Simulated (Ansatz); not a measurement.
# Sr: strain energy, fitted

Sr, Fm-3m, a = 5.916 Å. Ansatz: PBEsol, PAW, 420 eV, Γ-centred 12×12×10 mesh on 2 atoms, Gaussian smearing 0.10 eV; no spin polarisation. Series: biaxial strain in the a-b plane, c and atoms relaxed; x is the strain in per cent. The axes a, b, c are those of the computed cell (4.183, 4.183, 5.916 Å), along [1 1 0], [-1 1 0], [0 0 1] of the cell named above. y is the free energy over the unstrained cell, V0 = 51.759 Å³/atom.

```
x (%) y (meV/atom)
 -3.0             ?
 -2.0          2.08
 -1.0          0.61
  0.0          0.00
  1.0          0.15
  2.0          0.92
  3.0          2.14
```

Task: Fit y = c2 x² + c3 x³ to the other rows, turn c2 into a modulus, and predict the missing energy.

Result: Least squares on the rows shown. y = 0.3984 x² − 0.05678 x³. In eV per unit strain² c2 is 3.984; M is the biaxial modulus (E = M V0 ε²): 3.984 × 160.2 / (51.759) = 12.3 GPa. The unstrained cell keeps some stress along the strain, worth a slope of -0.23 meV/atom per %, which the form leaves out. With a term in x⁴ added, the coefficient of x² becomes 0.3172, 20 % less, which shows how far this figure hangs on the form. At x = -3.0 the fit asked for gives 5.12 meV/atom. The run gave 4.55 meV/atom, so the fit is 0.57 meV/atom too high, 13 % of the span of the series, against an rms of 0.15 meV/atom on the fitted rows. The row lies outside the fitted range. With a term in x⁴ added, a fit to the same known rows predicts 6.11 meV/atom, further off still.